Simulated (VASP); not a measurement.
ZrB2: single point with PBE+D4

Crystal: ZrB2.

```
CELL_PARAMETERS angstrom
3.10958 0.00000 0.00000
-1.63099 2.72341 0.00000
-0.04960 0.06333 3.63059
ATOMIC_POSITIONS crystal
Zr 0.00000 0.00000 0.00000
B 0.66667 0.33333 0.50000
B 0.33333 0.66667 0.50000
```

The cell isn't the ideal one: cell strained at random at fixed volume.

* Program: VASP 6.6.1
* Task: single point
* Functional: PBE
* Dispersion: D4
* Potentials or basis: VASP PAW PBE potentials, release 64 (Zr_sv, B)
* Cutoff: 520 eV
* k mesh: 12 × 12 × 9
* Occupations: gaussian, width 0.05 eV
* Spin: no spin polarisation

```json
{"Pressure": "-3.7 GPa", "Largest force": "0.009 eV/Å", "Band gap on the k mesh": "none (metal or under the smearing width)", "Dispersion energy per atom": "-0.310 eV"}
```

Forces in eV/Å, atoms in the order of the input:
```
Zr   0.000  0.000  0.000
B    0.008  0.000  0.004
B   -0.008  0.000 -0.004
```

Stress tensor (GPa, compression positive):
```
  4.26   7.48   3.17
  7.48  -1.50  -3.99
  3.17  -3.99 -13.80
```

Levels at points of the mesh, in eV from the Fermi level:
```
           k point  band 5  band 6  band 7  band 8  band 9  band 10  band 11  band 12  band 13
(0.00, 0.00, 0.00)  -12.82   -2.77   -2.70   -2.54   -2.22     3.31     5.10     5.24     5.78
(0.50, 0.00, 0.00)   -8.95   -8.36   -4.12   -3.24   -2.80     1.96     2.02     4.72     5.26
(0.00, 0.50, 0.00)   -8.97   -8.61   -4.20   -2.93   -2.68     2.13     2.28     5.06     6.26
(0.50, 0.50, 0.00)   -8.97   -8.65   -4.21   -2.88   -2.66     2.15     2.33     5.12     6.24
```

It took 3.4 min on 1 thread of Intel(R) Xeon(R) 6975P-C (Granite Rapids), with other jobs on the host, peak memory 0.35 GiB.

Caveat: pairwise dispersion overbinds metals, which lowers pressure and volume.
